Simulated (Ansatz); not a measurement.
IrO₂, one structure, two calculations

Cell: a structure deposited in the COD, its atoms then relaxed with PBE in this cell.

```cif
data_IrO2
_symmetry_space_group_name_H-M 'P4_2/mnm'
_symmetry_Int_Tables_number 136
_cell_length_a 4.4990
_cell_length_b 4.4990
_cell_length_c 3.1460
_cell_angle_alpha 90.000
_cell_angle_beta 90.000
_cell_angle_gamma 90.000
loop_
_atom_site_label
_atom_site_type_symbol
_atom_site_symmetry_multiplicity
_atom_site_Wyckoff_symbol
_atom_site_fract_x
_atom_site_fract_y
_atom_site_fract_z
Ir Ir 2 a 0.0000 0.0000 0.0000
O O 4 f 0.3079 0.3079 0.0000
```

One atom of each set is listed.

First run. Method: Kohn–Sham DFT in Ansatz, PBE, plane waves and PAW, scalar-relativistic, collinear spin, 420 eV cutoff, Γ-centred 10×10×15 k-points, Fermi–Dirac smearing 0.05 eV. Start moments as typed (μB): 1 on each Ir, none on the rest.

```tsv
site	V_zz (10²¹ V/m²)	η
Ir	-12.90	0.54
O	-9.68	0.20
```

Second run. The same atoms and settings, except that the functional is LDA.

Q: What does the second run give?

A: 

```tsv
site	V_zz	η	change of V_zz
Ir	-12.19	0.53	+0.71
O	-9.55	0.19	+0.13
```

The largest change of V_zz is on Ir, from -12.90 to -12.19. In per cent, |V_zz| changes by -5 on Ir, -1 on O (all sites that start above 2).

With no gap above 0.1 eV, as in a metal, the gradients converge slowly in k; expect changes of a tenth or more on a denser mesh. Spin–orbit coupling is left out, which shifts gradients on Ir by a few per cent in wide-gap crystals, and can shift them far more where the calculated gap is small or absent, as here. Semilocal functionals can leave a metal where correlation in the d or f shell opens a gap in the real compound, and that would change the values at and beside Ir. The start moments die out, and the run ends without spin.
For the first run: At this cell the PBE pressure is 7 GPa, so with PBE the cell would grow if it were relaxed.
For the second run: At this cell the LDA pressure is -9 GPa, so with LDA the cell would shrink if it were relaxed.
